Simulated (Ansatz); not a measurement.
Structure types of Rh were relaxed at one common pressure (all-electron LAPW in Ansatz 0.2.0 under PBE, scalar-relativistic, no spin polarisation, zero temperature). They take these volumes:

| type | space group | V (Å³/atom) |
| --- | --- | --- |
| fcc | Fm-3m | 8.20 |
| bcc | Im-3m | 8.23 |
| hcp | P6_3/mmc | 8.21 |
| sc | Pm-3m | 8.73 |
| simple hexagonal | P6/mmm | 8.49 |
| beta tin | I4_1/amd | 8.57 |

**Question.** At about which pressure, and is the densest type also the lowest in enthalpy?

**Answer.** 520 GPa. The densest types tie within 0.02 Å³/atom, and fcc is the lowest in enthalpy.
